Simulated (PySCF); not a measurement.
Mapped SMILES: `[CH2:1]1[CH2:2][O:3][CH2:4][CH2:5][NH:6]1`. Hydrogens are named by the atom that carries them.

Geometry: PBE0-D3(BJ)/def2-SVP; GIAO absolute shieldings from PySCF 2.14.0 with density-fitted response routines, gas phase, non-relativistic, averaged over equivalent atoms.

At PBE0/def2-SVP (129 basis functions, 10 s wall time on 1 thread of an Arm Neoverse V1, shared host):
```json
{"atoms": "C2/C4", "σ (ppm)": "128.5"}
{"atoms": "C1/C5", "σ (ppm)": "149.7"}
{"atoms": "O3", "σ (ppm)": "306.6"}
{"atoms": "N6", "σ (ppm)": "233.7"}
{"atoms": "H(C2)/H(C4)", "σ (ppm)": "28.26"}
{"atoms": "H(C1)/H(C5)", "σ (ppm)": "28.98"}
{"atoms": "H(N6)", "σ (ppm)": "31.82"}
```

Q: Predict the values at PBE0/6-311+G(2d,p) on the same geometry.

A: 
```
      atoms  σ at PBE0/6-311+G(2d,p)  change
      C2/C4                    116.5   -12.0
      C1/C5                    138.2   -11.5
         O3                    283.8   -22.8
         N6                    215.1   -18.6
H(C2)/H(C4)                    28.11   -0.15
H(C1)/H(C5)                    28.84   -0.14
      H(N6)                    31.34   -0.48
```

The largest change is at O3 (ether oxygen). Cost: 216 basis functions, 22 s wall time on 1 thread of an Arm Neoverse V1, shared host.
